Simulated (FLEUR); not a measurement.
Runs of FLEUR MaX-R8.1 (later development tree) on AlNi3. Symmetry: Fm-3m, No. 225, cubic system. Conventional cell: a = 5.604 Å, b = 5.604 Å, c = 5.604 Å, α = 90.00°, β = 90.00°, γ = 90.00°. Around Ni (site symmetry -43m) lie 4 Al at 2.43 Å and 4 Ni at 2.43 Å. Around Ni (site symmetry m-3m) lie 8 Ni at 2.43 Å. Al (site symmetry m-3m) has 8 Ni at 2.43 Å as nearest neighbours. The cell comes from a database or a generator and needn't be the stable form of this composition.

```csv
task,level,spin,gmax,muffin-tin radii,max iterations,mixing factor,mixer,kmax,moment (μB),V0 of scaled cells (Å³/atom),B0 (GPa)
band structure,PBEsol,"collinear, ferromagnetic start",15.3 1/bohr,"Ni 2.12, Al 1.99 bohr",60,0.05,Anderson,4.92 1/bohr,0.00,-,-
equation of state,PBEsol,"collinear, program default start",15.7 1/bohr,"Ni 2.06, Al 1.93 bohr",-,-,-,5.08 1/bohr,-,10.96,(a)
band structure,LDA,"collinear, ferromagnetic start",15.3 1/bohr,"Ni 2.12, Al 1.99 bohr",60,0.05,Anderson,4.92 1/bohr,0.00,-,-
equation of state,r2SCAN,"collinear, program default start",15.7 1/bohr,"Ni 2.06, Al 1.93 bohr",-,-,-,5.08 1/bohr,-,11.01,200
single point,PBEsol,"collinear, ferromagnetic start",15.7 1/bohr,"Ni 2.06, Al 1.93 bohr",60,0.05,Anderson,5.08 1/bohr,0.00,-,-
```

Alike in all rows: potentials or basis all-electron, FLAPW; cell as given; k mesh 8 × 8 × 8; smearing fermi-dirac 0.05 eV.

**Question.** Estimate the missing entries.

**Answer.** (a) 201.

Caveats: the meta-GGA is that of a development version, with a GGA for the radial functions and cores and without core tails (some runs).

Not every run made on this cell is shown here.
